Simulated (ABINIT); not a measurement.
A calculation with ABINIT 10.8.3 (patched build) of PbO2 (ASE script, structure typed inline):

File run.py:

```python
import json, os
import numpy as np
from ase.units import GPa
from ase.calculators.abinit import Abinit, AbinitProfile
from ase import Atoms

atoms = Atoms(['Pb', 'O', 'O'],
              cell=[[0.0, 2.701992, 2.701992], [2.701992, 0.0, 2.701992], [2.701992, 2.701992, 0.0]],
              scaled_positions=[[0.0, 0.0, 0.0], [0.75, 0.75, 0.75], [0.25, 0.25, 0.25]],
              pbc=True)

profile = AbinitProfile(command='abinit', pp_paths=[os.path.abspath('pseudos')])
params = dict(
    pps='pawxml', xc='PBE',
    ecut=625.8619,
    pawecutdg=1224.5124,
    kptopt=1,
    ngkpt=[9, 9, 9],
    nshiftk=1,
    shiftk=[0.0, 0.0, 0.0],
    ixc=11,
    nband=17,
    occopt=3,
    tsmear=0.05,
    nstep=100,
    tolvrs=1e-09,
    prtwf=0,
    prtden=0,
)

atoms.calc = Abinit(profile=profile, directory='run', **params)
energy = atoms.get_potential_energy()
forces = atoms.get_forces()
stress = atoms.get_stress()
print(f'energy {energy:.6f} eV')
print('forces (eV/A)')
print(np.round(forces, 5))
print('stress (GPa, Voigt, tension positive)', np.round(stress / GPa, 4))
json.dump(dict(energy=energy, forces=forces.tolist(), stress=stress.tolist(), cell=atoms.cell.tolist(), frac=atoms.get_scaled_positions(wrap=False).tolist()), open('results.json', 'w'))
```

Potentials or basis: JTH PAW PBE v2.0.

Command:

```console
$ python run.py
```

The cell comes from a database or a generator and needn't be the stable form of this composition.

Task: Write the same calculation in another form: native input, structure typed inline.

Result: As run:

File run.abi:

```
pp_dirpath "./"
pseudos "Pb.GGA_PBE-JTH.xml, O.GGA_PBE-JTH.xml"

acell 3.8211937318 3.8211937318 3.8211937318 Angstrom
rprim
     0.0000000000     0.7071067812     0.7071067812
     0.7071067812     0.0000000000     0.7071067812
     0.7071067812     0.7071067812     0.0000000000
ntypat 2
znucl 82 8
natom 3
typat 1 2 2
xred
     0.0000000000     0.0000000000     0.0000000000
     0.7500000000     0.7500000000     0.7500000000
     0.2500000000     0.2500000000     0.2500000000

ecut 625.861884 eV
pawecutdg 45.0

kptopt 1
ngkpt 9 9 9
nshiftk 1
shiftk 0.0 0.0 0.0

ixc 11

nband 17
occopt 3
tsmear 0.00183747

nstep 100
tolvrs 1.0e-9

iomode 3
prtwf 0
prtden 0
prteig 0
prtebands 0
enunit 2
```

Potentials or basis: JTH PAW PBE v2.0.

Launch:

```console
$ abinit run.abi > log 2>&1
```

Both were run:

|  | ASE script, structure typed inline | native input, structure typed inline |
| --- | --- | --- |
| Pressure | 0.5 GPa | 0.5 GPa |
| Band gap on the k mesh | none (metal or under the smearing width) | none (metal or under the smearing width) |
| Valence electrons inside the program's atomic spheres | Pb 11.21; O 4.49 | Pb 11.21; O 4.49 |

Keys that steer only the numerical path or the files written may differ.
